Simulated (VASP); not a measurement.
# Te2Mo: relaxation of cell and atoms with PBE+D3(BJ)

Crystal: Te2Mo.

```
Te Mo
1.0
     3.49568    0.00000    0.00000
    -1.74784    3.02735    0.00000
     0.00000    0.00000   13.69484
Te Mo
4 2
Direct
  0.33333 0.66667 0.61724
  0.66667 0.33333 0.11724
  0.33333 0.66667 0.88276
  0.66667 0.33333 0.38276
  0.33333 0.66667 0.25000
  0.66667 0.33333 0.75000
```

- Program: VASP 6.6.1
- Task: relaxation of cell and atoms
- Functional: PBE
- Dispersion: D3(BJ)
- Potentials or basis: VASP PAW PBE potentials, release 64 (Te, Mo_sv)
- Cutoff: 600 eV
- k mesh: 9 × 9 × 2
- Occupations: gaussian, width 0.03 eV
- Spin: no spin polarisation
- Further INCAR settings: ALGO = Normal; EDIFF = 1e-07; IBRION = 2; EDIFFG = -0.005; NSW = 90; ISIF = 3

* Pressure after relaxing: 0.0 GPa
* Largest force after relaxing: 0.003 eV/Å
* Band gap on the k mesh: 0.67 eV, indirect (least direct gap 1.03 eV)
* Dispersion energy per atom: -0.554 eV

Forces on the atoms (eV/Å):
```
Te   0.000  0.000 -0.003
Te   0.000  0.000 -0.003
Te   0.000  0.000  0.003
Te   0.000  0.000  0.003
Mo   0.000  0.000  0.000
Mo   0.000  0.000  0.000
```

Final structure:
```yaml
crystal:
  lattice:
    - [3.49568, 0.00000, 0.00000]
    - [-1.74784, 3.02735, 0.00000]
    - [0.00000, 0.00000, 13.69484]
  atoms:
    - { symbol: Te, position: [0.33333, 0.66667, 0.61724] }
    - { symbol: Te, position: [0.66667, 0.33333, 0.11724] }
    - { symbol: Te, position: [0.33333, 0.66667, 0.88276] }
    - { symbol: Te, position: [0.66667, 0.33333, 0.38276] }
    - { symbol: Mo, position: [0.33333, 0.66667, 0.25000] }
    - { symbol: Mo, position: [0.66667, 0.33333, 0.75000] }
```

Levels at points of the mesh, in eV from the valence-band top:
```tsv
k point	band 23	band 24	band 25	band 26	band 27	band 28	band 29	band 30
(0.00, 0.00, 0.00)	-1.01	-1.01	-0.17	0.00	2.87	2.87	3.06	3.06
(0.00, 0.00, 0.50)	-1.04	-1.04	-0.05	-0.05	2.91	2.91	2.91	2.91
```

It took 7.1 min on 2 MPI ranks on Intel(R) Xeon(R) Platinum 8175M CPU @ 2.50GHz (Skylake/Cascade Lake) (shared host), peak memory 0.34 GiB a rank.

Caveat: the relaxation stopped at its first step, so nothing moved; spin-orbit coupling is left out, which moves the levels of the heavy elements; an odd mesh through Γ misses points on the zone boundary, where band edges often lie.
